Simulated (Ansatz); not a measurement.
# Si2Ge (P-3m1)

Theory: Ansatz, DFT PBE, scalar-relativistic, plane waves, PAW.

Plane waves to 420 eV, a k mesh through Γ of 12×12×4 on the computed 6-atom cell and Gaussian smearing (0.02 eV); no spin polarisation.

The structure is relaxed at this level of theory with its symmetry kept, and needn't be the ground state of this composition.

Space group P-3m1 (No. 164), trigonal, a = 3.930 Å, c = 9.618 Å. Si on its first site is surrounded by 4 Si at 2.37–2.39 Å; around Si on its second site lie 1 Si at 2.37 Å and 3 Ge at 2.41 Å; around Ge lie 3 Si at 2.41 Å and 1 Ge at 2.49 Å.

| Property | Result |
| --- | --- |
| Volume per atom | 144.7 bohr³ |
| Formation energy from the elements' standard states (uncorrected) | +0.014 eV/atom |
| Kohn–Sham band gap | 0.60 eV |
| Orbital (Löwdin) character of the top 1 eV of the valence band | Si 3p 59 %, Ge 4p 37 % |
| Orbital (Löwdin) character of the lowest 1 eV of the conduction band | Si 3p 42 %, Si 3s 17 %, Ge 4p 16 %, Ge 4s 12 %, unprojected 12 % |
| Bader charge by site (e) | Si (2 in the cell) 0.01, Si (2 in the cell) 0.19, Ge (2 in the cell) -0.19 |

The cell was found from a structure generator's guess, not taken from experiment. Kohn–Sham gaps at this level usually fall short of measured ones. Löwdin shares on free-atom orbitals overweight diffuse shells in the empty bands.
